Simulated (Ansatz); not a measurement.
Crystal: CuO.

```
Cu O
1.0
     2.87950    0.00000    0.00000
     0.03907    2.87928    0.00000
     0.01750    0.01724    5.17634
Cu O
2 2
Direct
  0.00000 0.50000 0.00000
  0.50000 0.00000 0.50000
  0.99842 0.00167 0.74989
  0.00158 0.99833 0.25011
```

The cell comes from a database or a generator and needn't be the stable form of this composition.

```yaml
Program: Ansatz 0.2.0
Task: relaxation of cell and atoms
Functional: PBEsol
Potentials_or_basis: Ansatz PAW
Cutoff: "420 eV (not typed: the program's choice for these potentials)"
k_mesh: 9 × 9 × 5
Occupations: fermi-dirac, width 0.05 eV
Spin: no spin polarisation
```

At the start: volume 10.73 Å³/atom.

Problem. Where does the relaxation end?

Solution. It ends after 8 steps and the volume is 10.67 Å³/atom (-0.6 %); space group P4_2/mmc (No. 131, to 0.05 Å).

The path:
| step | energy change (eV) | largest force (eV/Å) | volume (Å³) |
| --- | --- | --- | --- |
| 1 | 0.0000 | 0.0129 | 42.92 |
| 2 | -0.0075 | 0.0092 | 42.82 |
| 3 | -0.0106 | 0.0036 | 42.65 |
| 4 | -0.0105 | 0.0025 | 42.66 |
| 5 | -0.0105 | 0.0007 | 42.67 |
| 6 | -0.0097 | 0.0007 | 42.67 |
| 7 | -0.0097 | 0.0001 | 42.67 |
| 8 | -0.0097 | 0.0001 | 42.67 |

Final structure:
```
CELL_PARAMETERS angstrom
2.89529 -0.01585 -0.00379
0.02344 2.89522 -0.00376
0.01069 0.01059 5.08955
ATOMIC_POSITIONS crystal
Cu 0.00000 0.50000 0.00000
Cu 0.50000 0.00000 0.50000
O 0.99970 0.00030 0.75000
O 0.00030 0.99970 0.25000
```

Caveat: the plane-wave basis is chosen anew once the cell has moved, so the energies of steps on either side of that aren't comparable; the pressure holds a Pulay correction of +0.7 GPa for the finite cutoff; the run has no spin polarisation, though such a crystal can be magnetic; the PAW data sets come from PBE, with cores solved anew for the run's functional, which leaves a small shift of forces and pressure.
